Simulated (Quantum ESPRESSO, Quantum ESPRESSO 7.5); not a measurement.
# 2H-WS2, 2 layers, AA' stacking, stepped through the field along the normal

What law, if any, do the results for 2H-WS2, 2 layers, AA' stacking follow against the field along the normal?

Main program and level: Quantum ESPRESSO 7.5; plane-wave DFT, PBE, GBRV ultrasoft pseudopotentials (geometry by pw.x at PBE-D3(BJ), GBRV ultrasoft).

## 1. The structure

The cell holds 6 atoms: 4 S and 2 W. Cell: a = 3.180 Å, b = 3.180 Å, c = 27.151 Å, α = 90.0°, β = 90.0°, γ = 120.0°. It derives from WS2. Vacuum lies along c.

Set-up: Cell and atoms are relaxed without a field with a D3(BJ) correction and then held. Sawtooth field with dipole correction, 17 Å of vacuum in the starting cell, Fermi-Dirac smearing of 0.002 Ry; bands along a path at each field.

Members -0.05, 0.1, -0.1, 0.2, -0.2, 0.3 and -0.3 took the same steps and show in the table alone.

## 2. Relaxing cell and ions of the reference

What the set-up leaves free in this member is relaxed.

ref.relax.in

```
&control
  prefix = 'ref.relax'
  outdir = './out'
  pseudo_dir = './pseudo'
  nstep = 80
  forc_conv_thr = 0.0004
  calculation = 'vc-relax'
  etot_conv_thr = 1e-06
/
&system
  ibrav = 0
  nat = 6
  ntyp = 2
  ecutwfc = 50
  ecutrho = 250
  vdw_corr = 'grimme-d3'
  dftd3_version = 4
  occupations = 'smearing'
  smearing = 'fd'
  degauss = 0.004
/
&electrons
  conv_thr = 1e-09
  mixing_beta = 0.4
  electron_maxstep = 120
  mixing_mode = 'plain'
/
&ions
/
&cell
  cell_dofree = '2Dxy'
  press_conv_thr = 0.3
/
ATOMIC_SPECIES
  S   32.0600  s_pbe_v1.4.uspp.F.UPF
  W   183.8400  w_pbe_v1.2.uspp.F.UPF
CELL_PARAMETERS angstrom
  3.18000000000000 0.00000000000000 0.00000000000000
  -1.59000000000000 2.75396078403451 0.00000000000000
  0.00000000000000 0.00000000000000 27.15124046483792
ATOMIC_POSITIONS crystal
  S   0.333333333300 0.666666666700 0.313061202895
  W   0.000000000000 0.000000000000 0.377066017645
  S   0.333333333300 0.666666666700 0.441070832396
  S   0.000000000000 0.000000000000 0.558929167604
  W   0.333333333300 0.666666666700 0.622933982355
  S   0.000000000000 0.000000000000 0.686938797105
K_POINTS automatic
  12 12 1 0 0 0
```

Started as:

```
> OMP_NUM_THREADS=1 mpirun -n 4 pw.x -nk 4 -in ref.relax.in > ref.relax.out
```

Log:

```text
Program PWSCF v.7.5 starts
[citation notice left out]

     Parallel version (MPI & OpenMP), running on       4 processor cores
     Number of MPI processes:                 4
     Threads/MPI process:                     1

     MPI processes distributed on     1 nodes
[...]
Current dimensions of program PWSCF are:
     Max number of different atomic species (ntypx) = 10
     Max number of k-points (npk) =  40000
     Max angular momentum in pseudopotentials (lmaxx) =  4
     Message from routine setup:
     using ibrav=0 with symmetry is DISCOURAGED, use correct ibrav instead

     K-points division:     npool     =       4
     Subspace diagonalization in iterative solution of the eigenvalue problem:
     a serial algorithm will be used

     G-vector sticks info
     --------------------
     sticks:   dense  smooth     PW     G-vecs:    dense   smooth      PW
     Sum         625     499    151               106843    76905   12769

     Using Slab Decomposition

     bravais-lattice index     =            0
     lattice parameter (alat)  =       6.0093  a.u.
     unit-cell volume          =    1604.6161 (a.u.)^3
     number of atoms/cell      =            6
     number of atomic types    =            2
     number of electrons       =        52.00
     number of Kohn-Sham states=           31
     kinetic-energy cutoff     =      50.0000  Ry
     charge density cutoff     =     250.0000  Ry
     scf convergence threshold =      1.0E-09
     mixing beta               =       0.4000
     number of iterations used =            8  plain     mixing
     energy convergence thresh.=      1.0E-06
     force convergence thresh. =      4.0E-04
     press convergence thresh. =      3.0E-01
     Exchange-correlation= SLA  PW   PBE  PBE
                           (   1   4   3   4   0   0   0)
     nstep                     =           80

     celldm(1)=   6.009329  celldm(2)=   0.000000  celldm(3)=   0.000000
     celldm(4)=   0.000000  celldm(5)=   0.000000  celldm(6)=   0.000000

     crystal axes: (cart. coord. in units of alat)
               a(1) = (   1.000000   0.000000   0.000000 )
               a(2) = (  -0.500000   0.866025   0.000000 )
               a(3) = (   0.000000   0.000000   8.538126 )

     reciprocal axes: (cart. coord. in units 2 pi/alat)
               b(1) = (  1.000000  0.577350 -0.000000 )
               b(2) = (  0.000000  1.154701  0.000000 )
               b(3) = (  0.000000 -0.000000  0.117122 )

     PseudoPot. # 1 for S  read from file:
     ./pseudo/s_pbe_v1.4.uspp.F.UPF
     Pseudo is Ultrasoft + core correction, Zval =  6.0
     Generated by new atomic code, or converted to UPF format
     Using radial grid of  907 points,  6 beta functions with:
                l(1) =   0
                l(2) =   0
                l(3) =   1
                l(4) =   1
                l(5) =   2
                l(6) =   2
     Q(r) pseudized with  8 coefficients,  rinner =    1.300   1.300   1.300
                                                       1.300   1.300

     PseudoPot. # 2 for W  read from file:
     ./pseudo/w_pbe_v1.2.uspp.F.UPF
     Pseudo is Ultrasoft + core correction, Zval = 14.0
     Generated by new atomic code, or converted to UPF format
     Using radial grid of  923 points,  8 beta functions with:
                l(1) =   0
                l(2) =   0
                l(3) =   0
                l(4) =   1
                l(5) =   1
                l(6) =   2
                l(7) =   2
                l(8) =   3
     Q(r) pseudized with  6 coefficients,  rinner =    1.350   1.350   1.350
                                                       1.350   1.350   1.350
                                                       1.350

     atomic species   valence    mass     pseudopotential
     S                 6.00    32.06000     S ( 1.00)
     W                14.00   183.84000     W ( 1.00)

     12 Sym. Ops., with inversion, found ( 6 have fractional translation)

   Cartesian axes

     site n.     atom                  positions (alat units)
         1        S      tau(   1) = (  -0.0000000   0.5773503   2.6729560  )
         2        W      tau(   2) = (   0.0000000   0.0000000   3.2194371  )
         3        S      tau(   3) = (  -0.0000000   0.5773503   3.7659183  )
         4        S      tau(   4) = (   0.0000000   0.0000000   4.7722076  )
         5        W      tau(   5) = (  -0.0000000   0.5773503   5.3186888  )
         6        S      tau(   6) = (   0.0000000   0.0000000   5.8651700  )

     --------------------------------------------
     DFT-D3 Dispersion Correction (3-body terms):
     --------------------------------------------
       Reference C6 values for interpolation:

         atom   Coordination number   C6
         S          0.000           268.01
         S          0.995           261.99
         S          1.990           251.62
         W          0.000          1628.72
         W          1.929          1086.81
         W         10.915           796.19

       Values used:

         atom   Coordination number  R0_AB[au]  C6      C8
         S          3.493            3.128    251.62  12327.25
         W          9.581            3.766    796.19 128250.55
         S          3.546            3.128    251.62  12327.25
         S          3.546            3.128    251.62  12327.25
         W          9.581            3.766    796.19 128250.55
         S          3.493            3.128    251.62  12327.25

         Molecular C6 ( Ry / a.u.^6 ) =     14354.95

     number of k points=    19  Fermi-Dirac smearing, width (Ry)=  0.0040
                       cart. coord. in units 2pi/alat
        k(    1) = (   0.0000000   0.0000000   0.0000000), wk =   0.0138889
        k(    2) = (   0.0000000   0.0962250   0.0000000), wk =   0.0833333
        k(    3) = (   0.0000000   0.1924501   0.0000000), wk =   0.0833333
        k(    4) = (   0.0000000   0.2886751   0.0000000), wk =   0.0833333
        k(    5) = (   0.0000000   0.3849002   0.0000000), wk =   0.0833333
        k(    6) = (   0.0000000   0.4811252   0.0000000), wk =   0.0833333
        k(    7) = (   0.0000000  -0.5773503   0.0000000), wk =   0.0416667
        k(    8) = (   0.0833333   0.1443376   0.0000000), wk =   0.0833333
        k(    9) = (   0.0833333   0.2405626   0.0000000), wk =   0.1666667
        k(   10) = (   0.0833333   0.3367877   0.0000000), wk =   0.1666667
[...]
k(   19) = (   0.3333333   0.5773503   0.0000000), wk =   0.0277778

     Dense  grid:   106843 G-vectors     FFT dimensions: (  36,  36, 270)

[...]
ewald contribution        =    1221.44410465 Ry
     DFT-D3 Dispersion         =      -0.15029891 Ry

     convergence has been achieved in  15 iterations

     negative rho (up, down):  1.380E-01 0.000E+00

     Forces acting on atoms (cartesian axes, Ry/au):

     atom    1 type  1   force =     0.00000000   -0.00000000    0.02765045
     atom    2 type  2   force =     0.00000000    0.00000000    0.00142814
     atom    3 type  1   force =     0.00000000    0.00000000   -0.02499759
     atom    4 type  1   force =     0.00000000    0.00000000    0.02499759
     atom    5 type  2   force =     0.00000000    0.00000000   -0.00142814
     atom    6 type  1   force =    -0.00000000   -0.00000000   -0.02765045

     Total force =     0.052754     Total SCF correction =     0.000046

     Computing stress (Cartesian axis) and pressure

     negative rho (up, down):  1.380E-01 0.000E+00
          total   stress  (Ry/bohr**3)                   (kbar)     P=      -11.81
   0.00000265  -0.00000000   0.00000000            0.39       -0.00        0.00
  -0.00000000   0.00000265   0.00000000           -0.00        0.39        0.00
   0.00000000   0.00000000  -0.00024607            0.00        0.00      -36.20

     Energy error            =      2.4E-02 Ry
     Gradient error          =      2.8E-02 Ry/Bohr
     Cell gradient error     =      3.9E-01 kbar

     number of scf cycles    =   3
     number of bfgs steps    =   2

     enthalpy           old  =    -415.1591487552 Ry
     enthalpy           new  =    -415.1829489878 Ry

     CASE: enthalpy          _new < enthalpy          _old

     new trust radius        =       0.0658513260 bohr
     new conv_thr            =       0.0000000007 Ry

     new unit-cell volume =   1552.30597 a.u.^3 (   230.02801 Ang^3 )
     density =      3.57997 g/cm^3

CELL_PARAMETERS (angstrom)
   3.127736871   0.000000000   0.000000000
  -1.563868436   2.708699587   0.000000000
   0.000000000   0.000000000  27.151240465

ATOMIC_POSITIONS (crystal)
S                0.3333333333        0.6666666667        0.3185848456
W                0.0000000000        0.0000000000        0.3771744166
S                0.3333333333        0.6666666667        0.4357597260
S                0.0000000000        0.0000000000        0.5642402740
W                0.3333333333        0.6666666667        0.6228255834
S               -0.0000000000       -0.0000000000        0.6814151544

[...]
NEW-OLD atomic charge density approx. for the potential
     New effective cutoffs (rho, wfc):  258.39   51.68

     Check: negative core charge=   -0.000001

     negative rho (up, down):  1.375E-01 0.000E+00

     total cpu time spent up to now is      206.6 secs

     per-process dynamical memory:   138.1 Mb

[...]
!    total energy              =    -415.18618055 Ry
[...]
Total force =     0.003457     Total SCF correction =     0.000050
[...]
number of bfgs steps    =   3
[...]
new trust radius        =       0.0162577456 bohr
[...]
!    total energy              =    -415.18669412 Ry
[...]
Total force =     0.004157     Total SCF correction =     0.000002
[...]
number of bfgs steps    =   4
[...]
new trust radius        =       0.0178835201 bohr
[...]
!    total energy              =    -415.18712655 Ry
[...]
Total force =     0.003837     Total SCF correction =     0.000023
[...]
number of bfgs steps    =   5
[...]
new trust radius        =       0.0268252802 bohr
[...]
!    total energy              =    -415.19012519 Ry
[...]
Total force =     0.000499     Total SCF correction =     0.000007
[...]
number of bfgs steps    =  19
[...]
new trust radius        =       0.0063170554 bohr
[...]
iteration # 11     ecut=    50.00 Ry     beta= 0.40
[...]
negative rho (up, down):  1.412E-01 0.000E+00

[...]
End of self-consistent calculation

          k = 0.0000 0.0000 0.0000 (  9571 PWs)   bands (ev):

   -72.1490 -72.1490 -36.3971 -36.3970 -36.2329 -36.2329 -36.2328 -36.2328
   -13.0056 -12.8800 -11.4167 -11.1908  -4.8263  -4.2737  -0.9708  -0.9708
    -0.9627  -0.9627  -0.8162   0.2582   0.2582   0.2787   0.2873   0.2873
     1.6059   2.2949   4.7647   4.7647   4.7778   4.7778   4.8770

          k =-0.0000 0.0965 0.0000 (  9589 PWs)   bands (ev):

   -72.1479 -72.1479 -36.3928 -36.3928 -36.2565 -36.2565 -36.2384 -36.2383
   -12.8899 -12.7643 -11.3699 -11.1509  -4.6891  -4.1366  -1.2751  -1.2616
    -1.0561  -0.8593  -0.8477  -0.3604   0.0747   0.1064   0.3446   0.6655
     1.5817   2.1317   4.6464   4.6729   4.6756   4.7461   4.7526

          k =-0.0000 0.1930 0.0000 (  9578 PWs)   bands (ev):

   -72.1447 -72.1447 -36.3812 -36.3812 -36.3205 -36.3205 -36.2533 -36.2533
   -12.5600 -12.4352 -11.2365 -11.0379  -4.3173  -3.7719  -1.9848  -1.9503
    -1.5650  -1.0903  -0.5547  -0.5311  -0.3499  -0.3155   0.2813   0.6791
     1.4095   1.6295   4.1471   4.4343   4.5286   4.6546   4.6635

          k =-0.0000 0.2895 0.0000 (  9548 PWs)   bands (ev):

   -72.1403 -72.1403 -36.4067 -36.4067 -36.3652 -36.3652 -36.2735 -36.2735
   -12.0676 -11.9474 -11.0389 -10.8733  -3.9035  -3.4578  -2.7178  -2.5670
    -2.1503  -1.8425  -0.8263  -0.7840  -0.1369  -0.0985   0.0220   0.3939
     0.9583   1.0328   4.0162   4.3694   4.4435   4.4881   4.9707

          k =-0.0000 0.3860 0.0000 (  9592 PWs)   bands (ev):

   -72.1359 -72.1359 -36.4919 -36.4918 -36.3493 -36.3492 -36.2938 -36.2938
   -11.5054 -11.3984 -10.8178 -10.6959  -4.0407  -3.8515  -3.0011  -2.6875
    -2.6191  -2.3600  -1.2200  -1.1754  -0.2360   0.0605   0.2463   0.3135
     0.5876   0.7355   4.3063   4.4138   4.5008   4.6687   5.3926

          k =-0.0000 0.4825 0.0000 (  9602 PWs)   bands (ev):

   -72.1327 -72.1327 -36.5534 -36.5534 -36.3375 -36.3375 -36.3085 -36.3085
   -11.0227 -10.9405 -10.6334 -10.5605  -4.5228  -4.3705  -3.2844  -3.1095
    -2.7036  -2.3603  -1.4745  -1.4284  -0.3590  -0.1648   0.4861   0.5815
     0.6871   0.8427   4.6287   4.6735   4.8019   5.0128   5.6668

[...]
the Fermi energy is     2.9366 ev

!    total energy              =    -415.19020200 Ry
     estimated scf accuracy    <          7.7E-12 Ry
     smearing contrib. (-TS)   =      -0.00000002 Ry
     internal energy E=F+TS    =    -415.19020198 Ry

     The total energy is F=E-TS. E is the sum of the following terms:
     one-electron contribution =   -3295.99537255 Ry
     hartree contribution      =    1652.07454872 Ry
     xc contribution           =    -116.42155830 Ry
     ewald contribution        =    1345.30628847 Ry
     DFT-D3 Dispersion         =      -0.15410833 Ry

     convergence has been achieved in  11 iterations

     negative rho (up, down):  1.412E-01 0.000E+00

     Forces acting on atoms (cartesian axes, Ry/au):

     atom    1 type  1   force =     0.00000000   -0.00000000   -0.00028825
     atom    2 type  2   force =     0.00000000    0.00000000    0.00019424
     atom    3 type  1   force =     0.00000000    0.00000000    0.00039211
     atom    4 type  1   force =     0.00000000    0.00000000   -0.00039211
     atom    5 type  2   force =     0.00000000    0.00000000   -0.00019424
     atom    6 type  1   force =    -0.00000000    0.00000000    0.00028825

     Total force =     0.000741     Total SCF correction =     0.000021

     Computing stress (Cartesian axis) and pressure

     negative rho (up, down):  1.412E-01 0.000E+00
          total   stress  (Ry/bohr**3)                   (kbar)     P=       -3.79
  -0.00003584   0.00000000  -0.00000000           -5.27        0.00       -0.00
   0.00000000  -0.00003584  -0.00000000            0.00       -5.27
```

The job ended after 26 min (4 MPI ranks of Arm Neoverse V1, shared host; peak memory 1.3 GiB; 1.7 h of CPU time).

The steps of the relaxation (22 of 26):

| step | energy less that of the first step (eV) | largest force (eV/Å) | volume (Å³) |
| --- | --- | --- | --- |
| 1 | 0.0000 | 2.6636 | 237.78 |
| 2 | -0.5694 | 1.8164 | 233.99 |
| 3 | -0.8933 | 0.7109 | 230.70 |
| 5 | -0.9442 | 0.0660 | 230.98 |
| 6 | -0.9501 | 0.0579 | 232.03 |
| 7 | -0.9551 | 0.0417 | 233.60 |
| 8 | -0.9561 | 0.0392 | 234.50 |
| 9 | -0.9563 | 0.0398 | 234.62 |
| 11 | -0.9569 | 0.0405 | 234.77 |
| 12 | -0.9576 | 0.0408 | 234.86 |
| 13 | -0.9586 | 0.0411 | 234.96 |
| 14 | -0.9600 | 0.0415 | 235.09 |
| 15 | -0.9623 | 0.0417 | 235.25 |
| 16 | -0.9655 | 0.0417 | 235.45 |
| 18 | -0.9770 | 0.0377 | 236.03 |
| 19 | -0.9851 | 0.0269 | 236.42 |
| 20 | -0.9909 | 0.0084 | 236.77 |
| 21 | -0.9919 | 0.0101 | 236.47 |
| 22 | -0.9932 | 0.0125 | 236.06 |
| 24 | -0.9952 | 0.0007 | 234.60 |
| 25 | -0.9952 | 0.0001 | 234.61 |
| 26 | -0.9936 | 0.0001 | 234.61 |

| cell as run | before | after | change |
| --- | --- | --- | --- |
| a (Å) | 3.180 | 3.159 | -0.7 % |
| b (Å) | 3.180 | 3.159 | -0.7 % |

The atoms that moved most (Å, along periodic axes as changes of fractional coordinates times the final cell, across vacuum about the mean position):

```csv
atom,dx,dy,dz,length
S1,0.000,0.000,0.434,0.434
S6,0.000,0.000,-0.434,0.434
W2,0.000,0.000,0.274,0.274
W5,0.000,0.000,-0.274,0.274
S4,0.000,0.000,-0.112,0.112
S3,0.000,0.000,0.112,0.112
```

Final coordinates:

```xyz
6
Lattice="3.1587 0.0000 0.0000 -1.5794 2.7355 0.0000 0.0000 0.0000 27.1512" Properties=species:S:1:pos:R:3
S     0.0000    1.8237    8.9340
W     0.0000    0.0000   10.5115
S     0.0000    1.8237   12.0874
S     0.0000    0.0000   15.0639
W     0.0000    1.8237   16.6398
S     0.0000    0.0000   18.2172
```

 The last row is no step: it is a fresh SCF in the final cell with a new plane-wave basis, +2 meV from the row before.

This step gave:

- free energy: -5648.9522 eV
- Fermi energy: 2.981 eV

(Part 1 of 4 ends here.)

[Logs are printed without paths, hosts, clocks, repeated set-up lines and the standing remarks that a program may print on its own settings, such as how far it seeks lower states.]

[Hosts, paths, dates, database ids (printed as entryN), source tags and the programs' standing remarks are cut or masked in the printed files.]

[Maps of the electrostatic potential energy from Ansatz leave out the sawtooth potential of an applied field or a dipole correction, so their vacuum need not be flat; planar profiles and work functions include it.]
